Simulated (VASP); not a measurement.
# TePt (R-3m) in VASP: notebook

The runs below take TePt through single point, with PBEsol.

All numbers are computed with VASP 6.6.1; they aren't measurements. Logs are shortened: lines on timing, memory, paths and dates and some standing lists are left out, and cuts for length are marked.

### 1 The crystal as given

Symmetry: R-3m, No. 166, trigonal system. The conventional cell has a = 3.963 Å, b = 3.963 Å, c = 19.983 Å, α = 90.00°, β = 90.00°, γ = 120.00°. Te (site symmetry 3m) is surrounded by 3 Pt at 2.59 Å. Pt (site symmetry 3m) has 3 Te at 2.59 Å and 3 Pt at 2.72 Å as nearest neighbours.

### 2 Single point, PBEsol (strained and moved within the space group)

Contents of INCAR:

```
SYSTEM = TePt
PREC = Accurate
ENCUT = 520
EDIFF = 1E-6
ISMEAR = 0
SIGMA = 0.1
LREAL = .False.
LASPH = .True.
NELM = 100
ALGO = Fast
ISIF = 2
LWAVE = .False.
LCHARG = .True.
GGA = PS
LELF = .True.
LVHAR = .True.
NBANDS = 24
```

Contents of KPOINTS:

```
Automatic mesh
0
Gamma
  12 12 12
  0 0 0
```

Contents of POSCAR:

```
TePt
1.0
    2.0838149383      1.2030911156      6.9048242430
   -2.0838149383      1.2030911156      6.9048242430
    0.0000000000     -2.4061822312      6.9048242430
Te Pt
2 2
Direct
    0.6030326213      0.6030326213      0.6030326213
    0.3969673787      0.3969673787      0.3969673787
    0.8653576552      0.8653576552      0.8653576552
    0.1346423448      0.1346423448      0.1346423448
```

Potentials or basis: VASP PAW PBE potentials, release 64 (Te, Pt).

Command:

```console
$ cat potpaw_PBE.64/Te/POTCAR potpaw_PBE.64/Pt/POTCAR > POTCAR
$ mpirun -np 1 vasp_std > vasp.out
```

OUTCAR:

```text
SYSTEM = TePt
   PREC = Accurate
   ENCUT = 520
   EDIFF = 1E-6
   ISMEAR = 0
   LREAL = .False.
   LASPH = .True.
   NELM = 100
   ISIF = 2
   GGA = PS

 ion  position               nearest neighbor table
   1  0.603  0.603  0.603-   3 2.82   3 2.82   3 2.82   2 3.57   2 3.57   2 3.57
   2  0.397  0.397  0.397-   4 2.82   4 2.82   4 2.82   1 3.57   1 3.57   1 3.57
   3  0.865  0.865  0.865-   4 2.75   4 2.75   4 2.75   1 2.82   1 2.82   1 2.82
   4  0.135  0.135  0.135-   3 2.75   3 2.75   3 2.75   2 2.82   2 2.82   2 2.82

  LATTYP: Found a trigonal (rhomboedric) cell.
 ALAT       =     7.3120661072
 COS(alpha) =     0.8375693166

  Lattice vectors:

 A1 = (   2.0838149383,   1.2030911156,   6.9048242430)
 A2 = (  -2.0838149383,   1.2030911156,   6.9048242430)
 A3 = (   0.0000000000,  -2.4061822312,   6.9048242430)

Analysis of symmetry for initial positions (statically):
=====================================================================
 Subroutine PRICEL returns:
 Original cell was already a primitive cell.

 Routine SETGRP: Setting up the symmetry group for a
 trigonal (rhombohedral) supercell.

 Subroutine GETGRP returns: Found 12 space group operations
 (whereof 12 operations were pure point group operations)
 out of a pool of 12 trial point group operations.

The static configuration has the point symmetry D_3d.

Analysis of symmetry for dynamics (positions and initial velocities):
=====================================================================
 Subroutine PRICEL returns:
 Original cell was already a primitive cell.

 Routine SETGRP: Setting up the symmetry group for a
 trigonal (rhombohedral) supercell.

 Subroutine GETGRP returns: Found 12 space group operations
 (whereof 12 operations were pure point group operations)
 out of a pool of 12 trial point group operations.

The dynamic configuration has the point symmetry D_3d.

 Subroutine INISYM returns: Found 12 space group operations
 (whereof 12 operations are pure point group operations),
 and found     1 'primitive' translations

----------------------------------------------------------------------------------------

                                     Primitive cell

  volume of cell :     103.8632

  direct lattice vectors                    reciprocal lattice vectors
     2.083814938  1.203091116  6.904824243     0.239944532  0.138532040  0.048275426
    -2.083814938  1.203091116  6.904824243    -0.239944532  0.138532040  0.048275426
     0.000000000 -2.406182231  6.904824243     0.000000000 -0.277064080  0.048275426

  length of vectors
[... 91 lines left out ...]
   NFREE  =      0    steps in history (QN), initial steepest desc. (CG)
   ISIF   =      2    stress and relaxation
   ISYM   =      2    0-nonsym 1-usesym 2-fastsym
   POTIM  = 0.5000    time-step for ionic-motion
   TEBEG  =    0.0;   TEEND  =   0.0 temperature during run
   PSTRESS=    0.0 pullay stress
   NELECT =      32.0000    total number of electrons
   NUPDOWN=      -1.0000    fix difference up-down
   EMIN   =  10.00;   EMAX   =-10.00  energy-range for DOS
   EFERMI =   0.00;   METHOD = LEGACY
   ISMEAR =     0;   SIGMA  =   0.10  broadening in eV -4-tet -1-fermi 0-gaus
   EFERMI_NEDOS =   21; number of points for ismear=-14 and -15
   IALGO  =     68    algorithm
   IMIX   =      4    mixing-type and parameters
     AMIX     =   0.40;   BMIX     =  1.00
     AMIX_MAG =   1.60;   BMIX_MAG =  1.00
  volume/ion in A,a.u.               =      25.97       175.23
  Fermi-wavevector in a.u.,A,eV,Ry     =   1.105701  2.089472 16.634134  1.222574
  Thomas-Fermi vector in A             =   2.242192
   LORBIT       =      0    0 simple, 1 ext, 2 COOP (PROOUT), +10 PAW based schemes
   GGA     = PS    functional components
   LHFCALC =     F    Hartree Fock is set to
   AEXX    =    0.0000 exact exchange contribution
   IVDW    =     0    specifies the selected vdW correction
   LEPSILON=     F    determine dielectric tensor
   LRPA    =     F    only Hartree local field effects (RPA)
 non-spin polarized calculation
 RMM-DIIS sequential band-by-band and
 Gauss-broadening in eV      SIGMA  =   0.10
  energy-cutoff  :      520.00
  volume of cell :      103.86
 maximum number of plane-waves:      2828
   NGX = 27   NGY = 27   NGZ = 27

 number of electron      32.0000002 magnetization

 Free energy of the ion-electron system (eV)
  ---------------------------------------------------
  ext. energy  EPLUGINS =         0.00000000
  ---------------------------------------------------
  free energy    TOTEN  =       -21.29050457 eV

  energy without entropy =      -21.27527671  energy(sigma->0) =      -21.28289064

 E-fermi :   6.3274     XC(G=0): -10.4241

 val. band max:        6.3255470656   @ k =  -0.4167   0.4167   0.4167
 cond. band min:       6.3275927432   @ k =   0.3333   0.1667   0.0000
 fundamental gap:      0.0020456776
 Fermi energy:         6.3273604173

 k-point     1 :       0.0000    0.0000    0.0000
  band No.  band energies     occupation
      1      -5.9766      2.00000
      2      -4.5448      2.00000
      3       0.3092      2.00000
      4       1.9510      2.00000
      5       1.9510      2.00000
      6       2.6464      2.00000
[... 637 lines left out ...]
     23      13.6675      0.00000
     24      14.4140      0.00000

 [... further k-points ...]

------------------------ aborting loop because EDIFF is reached ----------------------------------------

  FORCE on cell =-STRESS in cart. coord.  units (eV):
  Direction    XX          YY          ZZ          XY          YZ          ZX
  --------------------------------------------------------------------------------------
  -------------------------------------------------------------------------------------
  Total      -10.0032416    -10.0032416     -8.5999960      0.0000000      0.0000000      0.0000000
  in kB     -154.3084806   -154.3084806   -132.6622279      0.0000000      0.0000000      0.0000000
  external PRESSURE =    -147.0930631 kB  Pullay stress =       0.0000000 kB

 VOLUME and BASIS-vectors are now :
 -----------------------------------------------------------------------------
  energy-cutoff  :      520.00
  volume of cell :      103.86
      direct lattice vectors                 reciprocal lattice vectors
     2.083814938  1.203091116  6.904824243     0.239944532  0.138532040  0.048275426
    -2.083814938  1.203091116  6.904824243    -0.239944532  0.138532040  0.048275426
     0.000000000 -2.406182231  6.904824243     0.000000000 -0.277064080  0.048275426

 POSITION                                       TOTAL-FORCE (eV/Angst)
 -----------------------------------------------------------------------------------
      0.00000      0.00000     12.49150         0.000000      0.000000     -1.813867
      0.00000      0.00000      8.22297         0.000000     -0.000000      1.813867
      0.00000      0.00000     17.92543         0.000000     -0.000000      0.782023
      0.00000      0.00000      2.78905         0.000000     -0.000000     -0.782023
 -----------------------------------------------------------------------------------
    total drift:                                0.000000      0.000000     -0.000000

  FREE ENERGIE OF THE ION-ELECTRON SYSTEM (eV)
  ---------------------------------------------------
  free  energy   TOTEN  =       -21.2905045740 eV

  energy  without entropy=      -21.2752767068  energy(sigma->0) =      -21.28289064
```

OSZICAR:

```text
N       E                     dE             d eps       ncg     rms          rms(c)
DAV:   1     0.155738381557E+03    0.15574E+03   -0.13669E+04  9072   0.116E+03
DAV:   2    -0.149825057908E+02   -0.17072E+03   -0.15709E+03 10992   0.214E+02
DAV:   3    -0.219514933655E+02   -0.69690E+01   -0.68358E+01 11176   0.430E+01
DAV:   4    -0.220491740064E+02   -0.97681E-01   -0.97643E-01 10808   0.555E+00
DAV:   5    -0.220508127477E+02   -0.16387E-02   -0.16386E-02 11360   0.678E-01    0.123E+01
RMM:   6    -0.214787980109E+02    0.57201E+00   -0.19127E+00  9078   0.774E+00    0.695E+00
RMM:   7    -0.213528114901E+02    0.12599E+00   -0.26803E-01  9091   0.234E+00    0.379E+00
RMM:   8    -0.212926555000E+02    0.60156E-01   -0.22439E-01  9262   0.273E+00    0.115E+00
RMM:   9    -0.212907488700E+02    0.19066E-02   -0.21987E-02  9634   0.782E-01    0.244E-01
RMM:  10    -0.212905159720E+02    0.23290E-03   -0.21381E-03 10562   0.262E-01    0.140E-01
RMM:  11    -0.212905199179E+02   -0.39460E-05   -0.64585E-04 10160   0.148E-01    0.425E-02
RMM:  12    -0.212905050791E+02    0.14839E-04   -0.23373E-04 10004   0.900E-02    0.286E-02
RMM:  13    -0.212905069353E+02   -0.18562E-05   -0.46209E-05 11164   0.333E-02    0.204E-02
RMM:  14    -0.212905056454E+02    0.12900E-05   -0.72242E-06  8980   0.132E-02    0.748E-03
RMM:  15    -0.212905046097E+02    0.10357E-05   -0.18504E-06  6340   0.754E-03    0.236E-03
RMM:  16    -0.212905045740E+02    0.35723E-07   -0.32551E-07  5583   0.304E-03
   1 F= -.21290505E+02 E0= -.21282891E+02  d E =-.152279E-01
```

stdout:

```text
POSCAR found type information on POSCAR TePt
 POSCAR found :  2 types and       4 ions
 scaLAPACK will be used
 -----------------------------------------------------------------------------
|                                                                             |
|                                                                             |
|     You enforced a specific xc type in the INCAR file but a different       |
|     I HOPE YOU KNOW WHAT YOU ARE DOING!                                     |
|                                                                             |
 -----------------------------------------------------------------------------

 LDA part: xc-table for (Slater+PW92), standard interpolation
 POSCAR, INCAR and KPOINTS ok, starting setup
 FFT: planning ... GRIDC
 FFT: planning ... GRID_SOFT
 FFT: planning ... GRID
 WAVECAR not read
 entering main loop
```

Run time: 10 min. Hardware: 1 thread of Intel Xeon 6975P-C (Granite Rapids), shared host; peak memory 0.7 GiB.

What came out:

```
Free energy            : -21.2905 eV
Pressure               : -14.7 GPa
Largest force          : 1.814 eV/Å
Band gap on the k mesh : none (metal or under the smearing width)
```

Forces on the atoms (eV/Å):
```
Te   0.000  0.000 -1.814
Te   0.000  0.000  1.814
Pt   0.000  0.000  0.782
Pt   0.000  0.000 -0.782
```

Levels at points of the mesh, in eV from the Fermi level:
| k point | band 12 | band 13 | band 14 | band 15 | band 16 | band 17 | band 18 | band 19 | band 20 | band 21 |
| --- | --- | --- | --- | --- | --- | --- | --- | --- | --- | --- |
| (0.00, 0.00, 0.00) | -1.12 | -1.12 | 0.10 | 0.10 | 0.28 | 0.45 | 2.03 | 2.03 | 4.61 | 6.18 |
| (0.50, 0.00, 0.00) | -1.76 | -1.70 | -1.50 | -1.15 | -0.67 | 0.46 | 0.80 | 1.56 | 3.02 | 4.60 |
| (0.50, 0.50, 0.00) | -1.69 | -1.65 | -1.50 | -1.28 | -0.97 | -0.91 | 2.03 | 3.36 | 4.39 | 4.98 |
| (0.50, 0.50, 0.50) | -1.30 | -1.11 | -1.11 | 0.81 | 0.81 | 1.16 | 1.16 | 2.72 | 3.93 | 4.90 |

Caveat: the PAW data sets were made with another functional, which shifts forces and pressure a little. The run has no spin-orbit coupling, so splittings on Pt, Te are missing.

### 3 Single point, PBEsol (strained and moved within the space group)

Contents of INCAR:

```
SYSTEM = TePt
PREC = Accurate
ENCUT = 520
EDIFF = 1E-6
ISMEAR = 0
SIGMA = 0.1
LREAL = .FALSE.
LASPH = .TRUE.
NELM = 100
ALGO = Fast
ISIF = 2
LWAVE = .FALSE.
LCHARG = .FALSE.
GGA = PS
NBANDS = 24
```

Contents of KPOINTS:

```
regular mesh
0
G
  12 12 12
  0 0 0
```

Contents of POSCAR:

```
TePt
1.0
    1.9390615328      1.1195176980      6.4182359631
   -1.9390615328      1.1195176980      6.4182359631
    0.0000000000     -2.2390353959      6.4182359631
Te Pt
2 2
Direct
    0.5991084682      0.5991084682      0.5991084682
    0.4008915318      0.4008915318      0.4008915318
    0.8721441112      0.8721441112      0.8721441112
    0.1278558888      0.1278558888      0.1278558888
```

Potentials or basis: VASP PAW PBE potentials, release 64 (Te, Pt).

Command:

```console
$ cat potpaw_PBE.64/Te/POTCAR potpaw_PBE.64/Pt/POTCAR > POTCAR
$ mpirun -np 1 vasp_std > vasp.out
```

Wall time 8.7 min (1 thread of Intel Xeon 6975P-C (Granite Rapids), shared host); peak memory 0.63 GiB.

It converged, with:

* Free energy: -22.1507 eV
* Pressure: 10.8 GPa
* Largest force: 1.055 eV/Å
* Band gap on the k mesh: none (metal or under the smearing width)

Forces on the atoms (eV/Å):
```
Te   0.000  0.000  1.055
Te   0.000  0.000 -1.055
Pt   0.000  0.000 -0.780
Pt   0.000  0.000  0.780
```

Stress tensor (GPa, compression positive):
```
11.84  0.00  0.00
 0.00 11.84  0.00
 0.00  0.00  8.66
```

Levels at points of the mesh, in eV from the Fermi level:
```tsv
k point	band 14	band 15	band 16	band 17	band 18	band 19
(0.00, 0.00, 0.00)	0.78	0.78	1.25	1.63	3.28	3.28
(0.50, 0.00, 0.00)	-2.19	-2.16	-1.12	0.31	1.39	2.15
(0.50, 0.50, 0.00)	-2.12	-1.97	-1.43	-1.12	2.85	4.17
(0.50, 0.50, 0.50)	-1.63	1.47	1.47	2.09	2.09	3.93
```

Caveat: the PAW data sets were made with another functional, which shifts forces and pressure a little. Spin-orbit coupling is left out, which matters for the levels of Pt, Te.

### 4 Single point, PBEsol

Contents of INCAR:

```
SYSTEM = TePt
  ALGO = Normal
  EDIFF = 1E-6
  ENCUT = 520
  GGA = PS
  ISIF = 2
  ISMEAR = 0
  LASPH = .True.
  LCHARG = .False.
  LREAL = .False.
  LWAVE = .False.
  NBANDS = 24
  NELM = 100
  PREC = Accurate
  SIGMA = 0.1
```

Contents of KPOINTS:

```
k-points
0
Gamma
  6 6 6
  0 0 0
```

Contents of POSCAR:

```
TePt
1.0
    1.9815661262      1.1440577364      6.6610305258
   -1.9815661262      1.1440577364      6.6610305258
    0.0000000000     -2.2881154728      6.6610305258
Te Pt
2 2
Direct
    0.5980000000      0.5980000000      0.5980000000
    0.4020000000      0.4020000000      0.4020000000
    0.8703333333      0.8703333333      0.8703333333
    0.1296666667      0.1296666667      0.1296666667
```

Command:

```console
$ cat potpaw_PBE.64/Te/POTCAR potpaw_PBE.64/Pt/POTCAR > POTCAR
$ mpirun -np 1 vasp_std > vasp.out
```

Run time: 88 s. Hardware: 1 thread of Intel Xeon 6975P-C (Granite Rapids), shared host; peak memory 0.39 GiB.

It converged, with:

| Property | Result |
| --- | --- |
| Free energy | -22.3538 eV |
| Pressure | -0.4 GPa |
| Largest force | 0.232 eV/Å |
| Band gap on the k mesh | none (metal or under the smearing width) |

Forces on the atoms (eV/Å):
```
Te   0.000  0.000  0.019
Te   0.000  0.000 -0.019
Pt   0.000  0.000 -0.232
Pt   0.000  0.000  0.232
```

Stress tensor (GPa, compression positive):
```
-0.25  0.00  0.00
 0.00 -0.25  0.00
 0.00  0.00 -0.65
```

Levels at points of the mesh, in eV from the Fermi level:
```csv
k point,band 14,band 15,band 16,band 17,band 18,band 19
"(0.00, 0.00, 0.00)",0.69,0.69,0.87,1.25,2.87,2.87
"(0.50, 0.00, 0.00)",-1.98,-1.87,-1.06,0.31,1.35,1.96
"(0.50, 0.50, 0.00)",-1.83,-1.74,-1.33,-1.16,2.54,3.81
"(0.50, 0.50, 0.50)",-1.62,1.25,1.25,1.96,1.96,3.51
```

Caveat: the PAW data sets were made with another functional, which shifts forces and pressure a little.

### 5 Single point, PBEsol (strained and moved within the space group)

Contents of INCAR:

```
SYSTEM = TePt
PREC = Accurate
ENCUT = 520
EDIFF = 1E-6
ISMEAR = 0
SIGMA = 0.1
LREAL = .FALSE.
LASPH = .TRUE.
NELM = 100
ALGO = Fast
ISIF = 2
LWAVE = .FALSE.
LCHARG = .FALSE.
GGA = PS
NBANDS = 24
```

Contents of KPOINTS:

```
Automatic mesh
0
G
  12 12 12
  0 0 0
```

Contents of POSCAR:

```
TePt
1.0
    1.9977753371      1.1534161287      7.3150105028
   -1.9977753371      1.1534161287      7.3150105028
    0.0000000000     -2.3068322574      7.3150105028
Te Pt
2 2
Direct
    0.5969700607      0.5969700607      0.5969700607
    0.4030299393      0.4030299393      0.4030299393
    0.8597678382      0.8597678382      0.8597678382
    0.1402321618      0.1402321618      0.1402321618
```

Command:

```console
$ cat potpaw_PBE.64/Te/POTCAR potpaw_PBE.64/Pt/POTCAR > POTCAR
$ mpirun -np 1 vasp_std > vasp.out
```

Run time: 11 min. Hardware: 1 thread of Intel Xeon 6975P-C (Granite Rapids), shared host; peak memory 0.77 GiB.

It converged, with:

| Quantity | Value |
| --- | --- |
| Free energy | -21.5756 eV |
| Pressure | -7.2 GPa |
| Largest force | 2.139 eV/Å |
| Band gap on the k mesh | none (metal or under the smearing width) |

Forces on the atoms (eV/Å):
```
Te   0.000  0.000 -1.442
Te   0.000  0.000  1.442
Pt   0.000  0.000  2.139
Pt   0.000  0.000 -2.139
```

Stress tensor (GPa, compression positive):
```
-6.40  0.00  0.00
 0.00 -6.40  0.00
 0.00  0.00 -8.66
```

Levels at points of the mesh, in eV from the Fermi level:
```tsv
k point	band 14	band 15	band 16	band 17	band 18	band 19
(0.00, 0.00, 0.00)	-0.20	0.28	0.41	0.41	2.00	2.00
(0.50, 0.00, 0.00)	-1.66	-1.34	-0.94	0.33	1.09	1.34
(0.50, 0.50, 0.00)	-1.60	-1.40	-1.09	-0.80	1.90	2.99
(0.50, 0.50, 0.50)	-1.16	0.80	0.80	1.52	1.52	2.45
```

Caveat: the PAW data sets were made with another functional, which shifts forces and pressure a little.
